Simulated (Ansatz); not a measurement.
A 4-atom cell of HBr started from a crystallographic database with hydrogen sites as listed was relaxed with 3 functionals in Ansatz 0.2.0, cell and atoms free, the symmetry of the start kept (meshes: PBE-D3(BJ) 6×6×4, r2SCAN+rVV10 6×6×4, PBE-D4 6×6×4). The values are computed, spin-unpolarised, and not measurements.

The r2SCAN+rVV10 result:
```yaml
crystal:
  lattice:
    - [3.05628, -2.61301, 0.00000]
    - [3.05628, 2.61301, 0.00000]
    - [0.00000, 0.00000, 5.38278]
  atoms:
    - { symbol: H, position: [0.94010, 0.05990, 0.18434] }
    - { symbol: H, position: [0.05990, 0.94010, 0.68434] }
    - { symbol: Br, position: [0.74271, 0.25729, 0.99466] }
    - { symbol: Br, position: [0.25729, 0.74271, 0.49466] }
```

Space group Cmc2_1 (No. 36), orthorhombic; conventional cell a = 6.113 Å, b = 5.226 Å, c = 5.383 Å, 21.49 Å³ an atom. H has 1 Br at 1.45 Å; Br has 1 H at 1.45 Å.

(1) What lattice does PBE-D4 give?

(2) How does the cell change with PBE-D3(BJ)?

Answers

(1) a = 6.382 Å, b = 5.289 Å, c = 5.336 Å; the volume differs by +4.8 % from r2SCAN+rVV10's. Around H lie 1 Br at 1.47 Å; around Br lie 1 H at 1.47 Å.

(2) a = 6.382 Å, b = 5.289 Å, c = 5.336 Å; the volume differs by +4.8 % from r2SCAN+rVV10's. H is surrounded by 1 Br at 1.47 Å; Br is surrounded by 1 H at 1.47 Å.
